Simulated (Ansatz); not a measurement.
Crystal: Ga.

```
Ga
1.0
     2.26150   -3.83050    0.00000
     2.26150    3.83050    0.00000
     0.00000    0.00000    4.52400
Ga
4
Direct
  0.34510 0.65490 0.41900
  0.15490 0.84510 0.91900
  0.65490 0.34510 0.58100
  0.84510 0.15490 0.08100
```

| Property | Result |
| --- | --- |
| Program | Ansatz 0.2.0 |
| Task | single point |
| Functional | PBE |
| Potentials or basis | Ansatz PAW |
| Cutoff | 420 eV (not typed: the program's choice for these potentials) |
| k mesh | 7 × 7 × 6 |
| Occupations | fermi-dirac, width 0.05 eV |
| Spin | no spin polarisation |

On this cell: pressure 1.9 GPa; largest force 0.105 eV/Å; band gap on the k mesh none (metal or under the smearing width).

The same run follows on a disturbed copy (atoms moved at random, drawn with an rms of 0.05 Å):

```xyz
4
Lattice="2.2615 -3.8305 0.0000 2.2615 3.8305 0.0000 0.0000 0.0000 4.5240" Properties=species:S:1:pos:R:3 pbc="T T T"
Ga    2.2782    1.1194    1.8723
Ga    2.2206    2.6632    4.1456
Ga    2.2661   -1.1869    2.7073
Ga    2.2933   -2.6374    0.3909
```

Q: What changes?

A: The energy (extrapolated to zero smearing) moves by +6.5 meV/atom; pressure 1.9 GPa; largest force 0.459 eV/Å; band gap on the k mesh none (metal or under the smearing width).

Forces on the atoms (eV/Å):
```
Ga   0.101  0.446 -0.035
Ga   0.181 -0.229  0.013
Ga  -0.165 -0.335 -0.163
Ga  -0.117  0.118  0.186
```

Stress tensor (GPa, compression positive):
```
 1.16 -0.07  0.24
-0.07  2.81 -0.62
 0.24 -0.62  1.85
```
